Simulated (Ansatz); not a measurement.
# HfN/AlN/TaN: predicting the conductance of a thicker barrier

Set-up. Ansatz 0.2.0, plane waves with PAW datasets, PBE. Interfaces are relaxed in a short slab (with D3(BJ) where the barrier is layered), set between ideal electrode layers that go on as semi-infinite leads, and the zero-bias conductance G at 300 K comes from T(E) on a typed mesh. The error is the largest of the program's estimates from energy step, mesh, the leads' potential steps and neutrality; its separate bound for narrow resonances between the energies solved isn't counted and can be far larger. The lower electrode is HfN (rock salt 001), the upper TaN (rock salt 001) and the barrier AlN (zinc blende 001), on a net of side 3.203 Å; d is the distance between the electrodes' last planes.

Runs in hand:

```
planes in the barrier  d (Å)  G (S/m²)  error (%)  lead step (meV)
                    5   8.05   1.95e12         31               12
                    7  10.18   1.55e11         23               12
                    9  12.31   3.40e10         38               12
                   11  14.44    2.91e9         32               12
```

Q: A further run has 13 planes, d = 16.56 Å. Fit G ∝ exp(−βd) to the rows shown and predict its conductance.

Working: Take y = ln G: 28.30, 25.77, 24.25 and 21.79. The means are d = 11.24 Å and y = 25.03; Σ(Δd Δy) = −22.41 and Σ(Δd)² = 22.68, so the slope is −0.988 Å⁻¹ (β = 0.988 Å⁻¹). At d = 16.56 Å, y = 25.03 − 0.988 × 5.31 = 19.78, or G = 3.88e8 S/m².

**The withheld run.** The run gave 6.30e8 S/m², with an error estimate of 45 % and a lead step of 12 meV. The prediction is 0.615 times that, too low by 38 %. That lies within the runs' own error estimates, carried through the fit.

**Limits.** The interfaces are ideal, one cell wide, strained to a common net and relaxed from one registry with their symmetry kept. PBE's gaps are too small, so true decay constants are likely larger where the Fermi level lies deep in a gap. No spin-orbit coupling, phonons, disorder or image charges enter. The rows shown are chosen by tests on error estimates (under 100 to 120 %), lead steps (under 150 meV, though the program warns over 25), intact interfaces and, for fits, a steady trend in the rows shown; the data set holds 414 series of this kind, and not all pass.

[Logs are printed without paths, hosts, clocks, repeated set-up lines and the standing remarks that a program may print on its own settings, such as how far it seeks lower states.]
